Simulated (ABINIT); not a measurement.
# TePb: band structure with PBEsol

The system is TePb.

```
Pb Te
1.0
     7.97174    0.00000    0.00000
     0.00000    4.57058    0.00000
     0.00000    0.00000    7.91497
Pb Te
4 4
Direct
  0.99847 0.25000 0.25125
  0.49847 0.25000 0.24875
  0.50153 0.75000 0.75125
  0.00153 0.75000 0.74875
  0.75109 0.25000 0.91662
  0.25109 0.25000 0.58338
  0.74891 0.75000 0.41662
  0.24891 0.75000 0.08338
```

The cell comes from a database or a generator and needn't be the stable form of this composition.

```json
{
  "Program": "ABINIT 10.8.3 (patched build)",
  "Task": "band structure",
  "Functional": "PBEsol",
  "Potentials or basis": "JTH PAW PBE v2.0",
  "Cutoff": "599 eV",
  "k mesh": "3 × 5 × 3",
  "Occupations": "fermi-dirac, width 0.05 eV",
  "Spin": "no spin polarisation",
  "Fine-grid cutoff": "1197.3 eV"
}
```

```yaml
Pressure: -2.2 GPa
Largest_force: 0.004 eV/Å
Band_gap_on_the_k_mesh: 0.10 eV
Band_gap_along_the_path: 0.03 eV
Valence_electrons_inside_the_program's_atomic_spheres: Pb 11.32; Te 3.10
```

Forces on the atoms (eV/Å):
```
Pb   0.000  0.000 -0.004
Pb   0.000  0.000  0.004
Pb   0.000  0.000 -0.004
Pb   0.000  0.000  0.004
Te  -0.003  0.000  0.002
Te  -0.003  0.000 -0.002
Te   0.003  0.000  0.002
Te   0.003  0.000 -0.002
```

Stress tensor (GPa, compression positive):
```
-2.52  0.00  0.00
 0.00 -2.06  0.00
 0.00  0.00 -2.17
```

Levels at the corners of the path, in eV from the valence-band top:
```
point  band 37  band 38  band 39  band 40  band 41  band 42  band 43  band 44
    Γ    -1.05    -1.05    -1.05    -0.13     0.03     0.13     0.87     1.92
    X    -2.38    -2.38    -0.35    -0.35     1.49     1.49     2.24     2.24
    S    -1.20    -1.20    -1.05    -1.05     0.13     0.13     0.87     0.87
    Y    -1.14    -1.14    -1.05    -1.05     0.67     0.67     1.34     1.34
    Γ    -1.05    -1.05    -1.05    -0.13     0.03     0.13     0.87     1.92
    Z    -1.32    -1.32    -1.32    -1.32     1.92     1.92     2.01     2.01
    U    -1.24    -1.24    -1.24    -1.24     0.66     0.66     0.66     0.66
    R    -2.24    -2.24    -2.24    -2.24     1.92     1.92     1.92     1.92
    T    -1.30    -1.30    -1.27    -1.27     1.83     1.83     1.86     1.86
    Z    -1.32    -1.32    -1.32    -1.32     1.92     1.92     2.01     2.01
```

Wall time 24 min on 1 thread of AMD EPYC 7R43 64-Core Processor (Zen 3), on a shared host, peak memory 0.66 GiB.

Caveat: the PAW data sets were made with another functional, which shifts forces and pressure a little; spin-orbit coupling is left out, which as a rule narrows the gap of such compounds by several tenths of an eV.
